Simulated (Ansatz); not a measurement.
**Preparing SiO2 (P3_121) as a host crystal**

Before any defect goes in: SiO2 (P3_121) at rest, and how it screens a charge.

Program: Ansatz 0.2.0. Level of theory: plane-wave PAW DFT, r2SCAN; relaxation of the host's cell and atoms; PAW set soft_1, in the first sound run; inputs show where later runs differ. Results are calculated unless marked as measured.

## Step 1: The structure

It takes space group P3_121 (No. 152, trigonal). The conventional cell has a = 4.915 Å, b = 4.915 Å, c = 5.431 Å, α = 90.00°, β = 90.00°, γ = 120.00°. Si has 4 O at 1.61 to 1.62 Å nearest. Nearest to O lie 2 Si at 1.61 to 1.62 Å. Farther neighbours and most contacts between anions are not listed.

## Step 2: Host cell relaxation

Cell and atoms are relaxed together, until forces and stress fall under their thresholds.

File cell/input.yaml:

```yaml
crystal:
  lattice:
    - [4.9149662, 0.0, 0.0]
    - [-2.4574831, 4.2564856, 0.0]
    - [0.0, 0.0, 5.4313011]
  atoms:
    - { symbol: Si, position: [0.53108859, 0.53108859, 0.0] }
    - { symbol: Si, position: [0.0, 0.46891141, 0.66666667] }
    - { symbol: Si, position: [0.46891141, 0.0, 0.33333333] }
    - { symbol: O, position: [0.26922311, 0.41339429, 0.78489098] }
    - { symbol: O, position: [0.58660571, 0.85582882, 0.11822431] }
    - { symbol: O, position: [0.14417118, 0.73077689, 0.45155765] }
    - { symbol: O, position: [0.41339429, 0.26922311, 0.21510902] }
    - { symbol: O, position: [0.73077689, 0.14417118, 0.54844235] }
    - { symbol: O, position: [0.85582882, 0.58660571, 0.88177569] }
basis:
  ecutwfc: 500
  xc_grid: 2
hamiltonian:
  xc: r2scan
  pseudopotentials: { kind: paw, azcp: { folder: soft_1 } }
kpoints:
  mp_grid: { grid: [7, 7, 5] }
scf:
  occupations: { method: fixed }
  max_iter: 100
relax:
  f_tol: 0.005
  max_steps: 60
  cell: {}
output:
  forces: true
  stress: true
checkpoint:
  write: "../cell.run"
  compress: false
  write_wavefunctions: false
  write_every: 100000
```

Command:

```sh
> ansatz run input.yaml --threads 8 --pin off --max-ram 22609MiB --backend cpu --events-out ev --progress --plain --runs-dir out
```

Numbers of over 12 decimals in the logs are rounded to 6 here.

What it wrote:

```text
[... repeated set-up lines and file paths are left out, and long positions are rounded to six places ...]
Engine: ansatz 0.2.0, aarch64-unknown-linux-gnu
Pseudopotentials: kind: paw
Pseudopotential: Si, paw, valence charge 4, recommended cutoff 500 eV (meta_gga), soft_1/Si.paw.azcp
Pseudopotential: O, paw, valence charge 6, recommended cutoff 500 eV (meta_gga), soft_1/O.paw.azcp
Functional definition: r2SCAN
  parameter k0 = 0.174
  parameter k1 = 0.065
  parameter a1 = 4.9479
  exchange = r2scan_x(k0 = k0, k1 = k1, a1 = a1)
  correlation = r2scan_c
Crystal: 9 atoms, lattice volume = 113.625 Å³
Basis set: ecut = 500 eV, 2869 PW (Γ), exchange–correlation on 72×72×80 points (8 copies of the dense FFT grid, shifted against one another)
Bands: 33, of which v1, the nominal top of the filled ones, is band 24 counted from 1 (23 counted from 0)
Symmetry: 6 space group operations
Space group: P3121 (ITA 152), of the structure as read, at distance tolerance 4.8e-5 Å
k-points: 32 of 245 (time reversal used)
Non-local potential: Si, projectors of the file, l = 0: 2, l = 1: 2, l = 2: 1
Non-local potential: O, projectors of the file, l = 0: 2, l = 1: 2, l = 2: 1
PAW form: soft (Blöchl's): semilocal exchange-correlation on the pseudo side does not see the compensation charge
PAW frozen core: Si, regenerated for the run's functional (the file was generated under x = pbe(κ = 0.804, μ = 0.219515), c = pbe(β = 0.066725))
PAW frozen core: O, regenerated for the run's functional (the file was generated under x = pbe(κ = 0.804, μ = 0.219515), c = pbe(β = 0.066725))
PAW one-centre angular grid: Si, 302 points (default); XC on 160 Gauss nodes
PAW one-centre angular grid: O, 302 points (default); XC on 160 Gauss nodes
Initial density: superposition of atomic densities (chi_scale 0.1, normalization cell, long waves kept (reshape's long-wave potential 0.01 eV rms))
Initial wavefunctions: pseudopotential atomic-orbital guess
Functional: x = r2scan, c = r2scan; τ floored in thin density (d = 2e-4 eV/Å³)
SCF iter   1: F=—  HF=-5343.927866 eV  |F-HF|=—  |Δ(HF+E_count)|=         —  Δρ=1.31e-1  dr2=1.77e1  dr2_τ=2.05e0  ethr=3.10e-3  ⟨swp⟩=4.9  Hψ=4572  notcnv=0  defer=183
preconditioner: auto → Resta (q_TF=auto, 2.363 Å⁻¹)  ε∞=2.6  [insulator: Δε(μ)=7.823 eV  Ē_g=19.279 eV  n_scr=22 (ndim 8)  ℏωp=24.1 eV  f_vac=0.003  ε∞_Penn≈2.6]
SCF iter   2: F=—  HF=-5339.845741 eV  |F-HF|=—  |Δ(HF+E_count)|=    4.08e0  Δρ=4.41e-2  dr2=1.05e0  dr2_τ=3.68e-1  ethr=3.10e-3  ⟨swp⟩=3.3  Hψ=2572  notcnv=0  defer=185
SCF iter   3: F=—  HF=-5340.237868 eV  |F-HF|=—  |Δ(HF+E_count)|=   3.92e-1  Δρ=2.18e-2  dr2=2.93e-1  dr2_τ=2.14e-2  ethr=2.19e-3  ⟨swp⟩=2.1  Hψ=1065  notcnv=0  defer=176
automatic band count: iteration 3 solves 32 bands in place of 33: the levels show a gap, and the empty bands left out lie too high to hold charge; the band table lists the bands solved (type scf.n_extra_bands for more)
SCF iter   4: F=—  HF=-5340.298458 eV  |F-HF|=—  |Δ(HF+E_count)|=   6.06e-2  Δρ=1.76e-3  dr2=2.01e-3  dr2_τ=2.93e-4  ethr=6.11e-4  ⟨swp⟩=4.0  Hψ=1862  notcnv=0  defer=191
SCF iter   5: F=—  HF=-5340.299863 eV  |F-HF|=—  |Δ(HF+E_count)|=   1.41e-3  Δρ=2.46e-4  dr2=8.28e-5  dr2_τ=9.84e-6  ethr=4.20e-6  ⟨swp⟩=2.7  Hψ=1650  notcnv=0  defer=191
SCF iter   6: F=—  HF=-5340.299922 eV  |F-HF|=—  |Δ(HF+E_count)|=   5.89e-5  Δρ=7.40e-5  dr2=4.79e-6  dr2_τ=5.84e-7  ethr=1.72e-7  ⟨swp⟩=2.3  Hψ=1728  notcnv=0  defer=191
SCF iter   7: F=-5340.299924 eV  HF=-5340.299924 eV  |F-HF|=4.17e-8  |Δ(HF+E_count)|=   2.44e-6  Δρ=7.72e-6  dr2=7.77e-8  dr2_τ=5.90e-9  ethr=2.08e-10  ⟨swp⟩=4.3  Hψ=4935  notcnv=0
SCF 1 converged in 7 iterations: F = -5340.299924 eV  dr2 = 7.77e-8
  greatest PAW one-centre occupation: 0.868 electrons in one spin orbital (limit 2), on the O atom at site 6 (counted from 0), in its partial waves of l = 0
relax step   1: F+E_penalty+E_count = -5340.29992437 eV  Δ(F+E_penalty+E_count) = +0.000e0 eV  max|allowed force component| = 1.631e-2 eV/Å  Δτ_max = 0.0000 Å  P = +0.058 GPa  Ω = 113.625 Å³  (7 SCF iters, dr2 threshold 1.00e-7 eV, accepted)
[... the SCF cycles and remarks between the steps are left out from here to the last step ...]
relax step   2: F+E_penalty+E_count = -5340.30012170 eV  Δ(F+E_penalty+E_count) = -1.973e-4 eV  max|allowed force component| = 1.263e-2 eV/Å  Δτ_max = 0.0006 Å  P = +0.037 GPa  Ω = 113.630 Å³  energy of the carried Pulay correction = -2.998e-6 eV  (4 SCF iters, dr2 threshold 6.68e-8 eV, accepted)
relax step   3: F+E_penalty+E_count = -5340.30034137 eV  Δ(F+E_penalty+E_count) = -2.197e-4 eV  max|allowed force component| = 2.554e-3 eV/Å  Δτ_max = 0.0014 Å  P = +0.007 GPa  Ω = 113.600 Å³  energy of the carried Pulay correction = +1.801e-5 eV  (5 SCF iters, dr2 threshold 3.09e-8 eV, accepted)
Initial wavefunctions: pseudopotential atomic-orbital guess (no wavefunctions were taken with the density)
iter 1 solved again at ethr=1.49e-7 eV; its pass at ethr=3.10e-3 eV (dr2=7.16e-5 eV) is discarded
SCF iter   1: F=—  HF=-5340.300312 eV  |F-HF|=—  |Δ(HF+E_count)|=         —  Δρ=2.15e-5  dr2=3.92e-8  dr2_τ=5.35e-8  ethr=1.49e-7  ⟨swp⟩=3.9  Hψ=7838  notcnv=0  defer=223
SCF iter   2: F=—  HF=-5340.300314 eV  |F-HF|=—  |Δ(HF+E_count)|=   2.19e-6  Δρ=1.06e-5  dr2=6.46e-9  dr2_τ=5.76e-8  ethr=8.17e-11  ⟨swp⟩=3.0  Hψ=2293  notcnv=0  defer=223
SCF iter   3: F=—  HF=-5340.300314 eV  |F-HF|=—  |Δ(HF+E_count)|=   2.52e-7  Δρ=3.83e-6  dr2=1.02e-9  dr2_τ=7.25e-9  ethr=1.35e-11  ⟨swp⟩=2.1  Hψ=1563  notcnv=0  defer=223
SCF iter   4: F=-5340.300314 eV  HF=-5340.300314 eV  |F-HF|=6.37e-11  |Δ(HF+E_count)|=   3.64e-8  Δρ=1.99e-7  dr2=3.17e-11  dr2_τ=1.28e-11  ethr=1.00e-12  ⟨swp⟩=3.6  Hψ=4427  notcnv=0
SCF 4 converged in 4 iterations: F = -5340.300314 eV  dr2 = 3.17e-11
relax step   4: F+E_penalty+E_count = -5340.30031409 eV  Δ(F+E_penalty+E_count) = +2.728e-5 eV  max|allowed force component| = 2.567e-3 eV/Å  Δτ_max = 0.0000 Å  P = +0.007 GPa  Ω = 113.600 Å³  stress off target by 1.43e-2 GPa  SCF on the basis re-selected at this cell (its energy is not comparable with the rows above)  (4 SCF iters)
basis re-selected at this cell: Δ(F+E_penalty+E_count) = +2.728e-5 eV, ΔP = +0.000 GPa vs the last step (what re-selecting the basis moved, of the pressure what is left beyond the Pulay correction that the steps carried, after the strain that the cell walked [...]
SCF converged after 4 iterations
Free energy (F): -5340.300314 eV
Harris-Foulkes:  -5340.300314 eV  (|F-HF|=6.37e-11)
Internal energy: -5340.300314 eV  (E = F + TS)
E sigma→0 (E₀):  -5340.300314 eV
Fermi energy:    2.002561 eV
--- Per-component energies (eV) ---
  E_band       = -243.266415
  E_kinetic    = 1175.341732
  E_local      = -2933.055276  (includes V_loc(G=0)·N_el)
  E_nonlocal   = 373.925185
  E_hartree    = 1076.899483
  E_xc         = -590.261771
  E_vxc        = -777.985933  (∫ρ·V_xc dr)
  E_paw        = -2550.673360  (= ΣΔE_a)
  E_vpaw       = -283.961503  (= ΣTr[D̂ρ^β])
  E_aug_tail   = 0.001724  (compensation charges beyond the density's cutoff)
  E_vtau       = 48.668742  (kinetic-family band-sum trace: ∫τ·v_τ [+ j·A + Jᵃ·Aᵃ] dr)
  E_ewald      = -1892.057084
  E_core_change = -0.420946  (= ΣΔE_core)
  E_smearing   = -0.000000  (= −TS)
  E_closure    = -0.000000  (closes the sum)
  Σ components = -5340.300314   (vs F -5340.300314, Δ=0.00e0)
--- Forces (eV/Å), atoms counted from 1 ---
  atom   1  Si     0.00015344     0.00026577    -0.00000000
  atom   2  Si     0.00015344    -0.00026577     0.00000000
  atom   3  Si    -0.00030689    -0.00000000     0.00000000
  atom   4  O     -0.00033301    -0.00256735    -0.00175789
  atom   5  O      0.00238989     0.00099528    -0.00175789
  atom   6  O     -0.00205689     0.00157207    -0.00175789
  atom   7  O     -0.00205689    -0.00157207     0.00175789
  atom   8  O      0.00238989    -0.00099528     0.00175789
  atom   9  O     -0.00033301     0.00256735     0.00175789
  max |Σ_I F_I| component: 6.02e-17 eV/Å
--- Stress (GPa, compression-positive) ---
        0.003444       0.000000      -0.000000
        0.000000       0.003444       0.000000
       -0.000000       0.000000       0.014338
  P = ⅓ Tr σ = 0.0071 GPa (0.071 kbar)
--- Relaxed structure (3 steps of the walk, 3 accepted, 1 SCFs on fresh bases) ---
  F+E_penalty+E_count = -5340.30031409 eV   max|allowed force component| = 2.567e-3 eV/Å   (the final SCF, on the basis selected at the relaxed cell)
  cell:  # Å, volume = 113.5996 Å³
    - [4.921102, 0, -5.3488269983078565e-19]
    - [-2.460551, 4.261799, 2.6744134991539282e-19]
    - [-5.910740529298038e-19, 0, 5.416535]
  atoms:
    - { symbol: Si, position: [0.531029, 0.531029, 0] }
    - { symbol: Si, position: [-2.7675502216775916e-17, 0.468971, 0.666667] }
    - { symbol: Si, position: [0.468971, 0, 0.333333] }
    - { symbol: O, position: [0.269038, 0.413213, 0.784584] }
    - { symbol: O, position: [0.586787, 0.855825, 0.117918] }
    - { symbol: O, position: [0.144175, 0.730962, 0.451251] }
    - { symbol: O, position: [0.413213, 0.269038, 0.215416] }
    - { symbol: O, position: [0.730962, 0.144175, 0.548749] }
    - { symbol: O, position: [0.855825, 0.586787, 0.882082] }
```

The job ended after 10 s (8 threads of Arm Neoverse V2, shared host; peak memory 0.58 GiB; 75 s of CPU time).

Step by step:

```
step  energy less that of the first step (eV)  largest force component (eV/Å)  pressure (GPa)  volume (Å³)
   1                                   0.0000                          0.0163            0.06       113.63
   2                                  -0.0002                          0.0126            0.04       113.63
   3                                  -0.0004                          0.0026            0.01       113.60
  4*                                  -0.0004                          0.0026            0.01       113.60
```

Relaxation steps marked * repeat the geometry before them on a plane-wave basis chosen anew for their cell, so energy and pressure can jump there.

The run keeps the 6 symmetry operations that it works with, so distortions that break them were not tested.

```
conventional cell, symmetrised  before  after  change
                         a (Å)   4.915  4.921  +0.1 %
                         b (Å)   4.915  4.921  +0.1 %
                         c (Å)   5.431  5.417  -0.3 %
              volume (Å³/atom)   12.63  12.62  -0.0 %
```

This step gave:

- pressure: 0.007076 GPa

The cell shrank by 0.0 % in volume.

## Step 3: Dielectric tensors of the host

The response to a uniform electric field gives the electronic dielectric tensor.

This step: plane-wave PAW DFPT, PBEsol; dielectric tensors, Born charges and zone-centre modes of the host; PAW set soft_1 (Ansatz 0.2.0).

File eps/input.yaml:

```yaml
crystal:
  lattice:
    - [4.9211020672, 0.0, 0.0]
    - [-2.4605510336, 4.2617994048, 0.0]
    - [0.0, 0.0, 5.4165347629]
  atoms:
    - { symbol: Si, position: [0.5310287163, 0.5310287163, 0.0] }
    - { symbol: Si, position: [0.0, 0.4689712837, 0.6666666667] }
    - { symbol: Si, position: [0.4689712837, 0.0, 0.3333333333] }
    - { symbol: O, position: [0.2690380509, 0.413212997, 0.7845842363] }
    - { symbol: O, position: [0.586787003, 0.8558250538, 0.1179175696] }
    - { symbol: O, position: [0.1441749462, 0.7309619491, 0.4512509029] }
    - { symbol: O, position: [0.413212997, 0.2690380509, 0.2154157637] }
    - { symbol: O, position: [0.7309619491, 0.1441749462, 0.5487490971] }
    - { symbol: O, position: [0.8558250538, 0.586787003, 0.8820824304] }
basis:
  ecutwfc: 420
hamiltonian:
  xc: pbesol
  pseudopotentials: { kind: paw, azcp: { folder: soft_1 }, xc_functional: pbe }
kpoints:
  mp_grid: { grid: [6, 6, 5] }
scf:
  occupations: { method: fixed }
  max_iter: 100
phonons:
  method: dfpt
  dielectric: true
  rigid_motions: translations
```

What it wrote:

```text
[...]
Crystal: 9 atoms, lattice volume = 113.600 Å³
Basis set: ecut = 420 eV, 2209 PW (Γ), exchange–correlation on 72×72×96 points (8 copies of the dense FFT grid, shifted against one another)
Bands: 33, of which v1, the nominal top of the filled ones, is band 24 counted from 1 (23 counted from 0)
Symmetry: 6 space group operations
k-points: 92 of 180 (irreducible under 1 space group operation, time reversal used)
[...]
SCF iter   1: F=—  HF=-5244.294558 eV  |F-HF|=—  |Δ(HF+E_count)|=         —  Δρ=1.24e-1  dr2=1.58e1  ethr=3.10e-3  ⟨swp⟩=5.0  Hψ=13148  notcnv=0  defer=552
[...]
SCF iter  10: F=-5239.863314 eV  HF=-5239.863314 eV  |F-HF|=7.28e-12  |Δ(HF+E_count)|=  2.06e-10  Δρ=6.00e-8  dr2=4.63e-12  ethr=1.00e-12  ⟨swp⟩=18.2  Hψ=23932  notcnv=0
SCF 1 converged in 10 iterations: F = -5239.863314 eV  dr2 = 4.63e-12
[...]
NSCF: frozen V_eff on 5 k-points
DFPT response loops at Γ: preconditioner auto → none (the input reference at scf.mixing.eps_inf says where Resta's filter doesn't serve); β = 0.50; Broyden in place of MSR1
SCF converged after 10 iterations
Free energy (F): -5239.863314 eV
[...]
Internal energy: -5239.863314 eV  (E = F + TS)
E sigma→0 (E₀):  -5239.863314 eV
Fermi energy:    2.386299 eV
[...]
--- Band table (eV; the first three rows and the last of 92) ---
[...]
[... further k-points left out ...]
--- Phonons (Γ-DFPT): 5 representative perturbations + reference, on 92 of 180 k-points (Σ response iterations 20) ---
  k mesh reduced under 1 symmetry operation, with k and −k counted as one. Each operation leaves every solved perturbation unchanged. A smaller set is not considered because the run solves the response to a homogeneous field
  ASR residual: 1.325e-5 → 0.000e0 eV/Å²; symmetrization residual: 2.473e-5 eV/Å²
  ASR residual per site (eV/Å²): 1.20e-5 1.20e-5 1.32e-5 9.38e-6 9.16e-6 1.12e-5 1.12e-5 9.16e-6 9.38e-6
  Γ frequencies (cm⁻¹): 0.00 0.00 0.00 103.97 103.97 196.07 242.72 242.72 332.13 336.48 369.71 369.71 420.23 420.23 443.56 465.45 686.33 686.33 769.55 787.81 787.81 1070.97 1070.97 1079.37 1086.33 1157.37 1157.37
  ε∞ (high-frequency dielectric tensor):
        2.485889    -0.000000     0.000000
       -0.000000     2.485889     0.000000
        0.000000     0.000000     2.518777
  ε⁰ (static dielectric tensor: ions relaxed, cell fixed):
        4.638122     0.000000     0.000000
        0.000000     4.638122     0.000000
        0.000000     0.000000     4.864353
  ε⁰ − ε∞ (ionic part):
        2.152234     0.000000     0.000000
        0.000000     2.152234     0.000000
        0.000000     0.000000     2.345576
  softest optical mode at Γ: 103.97 cm⁻¹; the repairs (sum rule, projections) moved no ω² at Γ by more than (3.43 cm⁻¹)²
  Born effective charges Z* (e; rows j = field, columns β = displacement):
    site 0:
         3.49994   -0.29259    0.26687
        -0.29259    3.16208   -0.15408
        -0.23073    0.13321    3.45282
    site 1:
         3.49994    0.29259   -0.26687
         0.29259    3.16208   -0.15408
         0.23073    0.13321    3.45282
    site 2:
         2.99316   -0.00000    0.00000
         0.00000    3.66886    0.30816
         0.00000   -0.26642    3.45282
    site 3:
        -2.27806   -0.08530   -0.80716
        -0.03162   -1.05295   -0.06864
        -0.81114   -0.14234   -1.72641
    site 4:
        -1.40986    0.53287    0.46302
         0.58656   -1.92115   -0.66470
         0.52884   -0.63130   -1.72641
    site 5:
        -1.30860   -0.52810    0.34414
        -0.47441   -2.02241    0.73334
         0.28230    0.77364   -1.72641
    site 6:
        -1.30860    0.52810   -0.34414
         0.47441   -2.02241    0.73334
        -0.28230    0.77364   -1.72641
    site 7:
        -1.40986   -0.53287   -0.46302
        -0.58656   -1.92115   -0.66470
        -0.52884   -0.63130   -1.72641
    site 8:
        -2.27806    0.08530    0.80716
         0.03162   -1.05295   -0.06864
         0.81114   -0.14234   -1.72641
  Z* charge neutrality: 1.896e-5 e pre-enforcement
  k-mesh period / interband length: 27.1 Å / 0.98 Å = 27.71 at k = (0.0000, 0.0000, 0.0000), direct gap 6.138 eV — 14 or more, which is no proof of convergence
  optical modes at Γ without the LO–TO term, one row a degenerate level:
      ω (cm⁻¹)  modes    IR ((D/Å)²/amu)
        103.97      2             0.0008
        196.07      1             0.0000
        242.72      2             0.4228
        332.13      1             0.0000
[...]
optical modes at Γ + LO–TO along q̂ = [1.0000, 0.0000, 0.0000]:
      ω (cm⁻¹)  modes    IR ((D/Å)²/amu)
[...]
optical modes at Γ + LO–TO along q̂ = [0.0000, 1.0000, 0.0000]:
      ω (cm⁻¹)  modes    IR ((D/Å)²/amu)
[...]
optical modes at Γ + LO–TO along q̂ = [0.0000, 0.0000, 1.0000]:
      ω (cm⁻¹)  modes    IR ((D/Å)²/amu)
[...]
360.62      1             1.0042
        369.71      2             6.4431
        420.23      2            15.3406
        443.56      1             0.0000
        517.24      1             5.1114
        686.33      2             1.3670
        782.78      1             1.9634
        787.81      2             6.6565
       1070.97      2            84.2014
       1086.33      1             0.0000
       1157.37      2             1.2945
       1238.16      1            53.1317
```

It took 56 s on 8 threads; peak memory 1.6 GiB; 6.8 min of CPU time.

Electronic dielectric tensor:

```
2.49 0.00 0.00
0.00 2.49 0.00
0.00 0.00 2.52
```

Static dielectric tensor:

```
4.64 0.00 0.00
0.00 4.64 0.00
0.00 0.00 4.86
```

The principal values of the electronic dielectric tensor are 2.49, 2.49 and 2.52. The principal values of the static dielectric tensor are 4.64, 4.64 and 4.86.

## Step 4: Primitive cell on a dense mesh

A dense mesh gives the host's converged energy, against which the supercell's sampling is tested.

This step: plane-wave PAW DFT, r2SCAN; single point of the host's primitive cell on a dense mesh; PAW set soft_1 (Ansatz 0.2.0).

dense/input.yaml, as its differences from eps/input.yaml of step 3:

```diff
@@ -16,14 +16,11 @@
 basis:
-  ecutwfc: 420
+  ecutwfc: 500
+  xc_grid: 2
 hamiltonian:
-  xc: pbesol
-  pseudopotentials: { kind: paw, azcp: { folder: soft_1 }, xc_functional: pbe }
+  xc: r2scan
+  pseudopotentials: { kind: paw, azcp: { folder: soft_1 } }
 kpoints:
-  mp_grid: { grid: [6, 6, 5] }
+  mp_grid: { grid: [7, 7, 5] }
 scf:
-  occupations: { method: fixed }
-  max_iter: 100
-phonons:
-  method: dfpt
-  dielectric: true
-  rigid_motions: translations
+  occupations: { method: fermi_dirac, width: 0.01 }
+  max_iter: 80
```

What it wrote:

```text
[...]
Crystal: 9 atoms, lattice volume = 113.600 Å³
Basis set: ecut = 500 eV, 2869 PW (Γ), exchange–correlation on 72×72×80 points (8 copies of the dense FFT grid, shifted against one another)
Bands: 33, of which v1, the nominal top of the filled ones, is band 24 counted from 1 (23 counted from 0)
Symmetry: 6 space group operations
[...]
k-points: 32 of 245 (time reversal used)
[...]
SCF iter   1: F=—  HF=-5343.922930 eV  |F-HF|=—  |Δ(HF+E_count)|=         —  Δρ=1.31e-1  dr2=1.77e1  dr2_τ=2.05e0  ethr=3.10e-3  ⟨swp⟩=7.2  Hψ=5544  notcnv=0
[...]
SCF iter   7: F=-5340.300314 eV  HF=-5340.300314 eV  |F-HF|=4.27e-8  |Δ(HF+E_count)|=   2.70e-6  Δρ=6.74e-6  dr2=5.25e-8  dr2_τ=4.70e-9  ethr=2.37e-10  ⟨swp⟩=3.4  Hψ=2708  notcnv=0
SCF 1 converged in 7 iterations: F = -5340.300314 eV  dr2 = 5.25e-8
[...]
SCF converged after 7 iterations
Free energy (F): -5340.300314 eV
[...]
Internal energy: -5340.300314 eV  (E = F + TS)
E sigma→0 (E₀):  -5340.300314 eV
Fermi energy:    5.317769 eV
[...]
```

The job ended after 3.1 s (8 threads; peak memory 0.54 GiB; 22 s of CPU time).

(Part 1 of 3 ends here.)

[Logs are printed without paths, hosts, clocks, repeated set-up lines and the standing remarks that a program may print on its own settings, such as how far it seeks lower states.]

[Hosts, paths, dates, database ids (printed as entryN), source tags and the programs' standing remarks are cut or masked in the printed files.]

[Runs of the host that timed out are not shown.]

[For some hosts the program warned that the k-mesh of the response run may be too coarse for force constants and the static dielectric constant; such warnings are not always shown.]
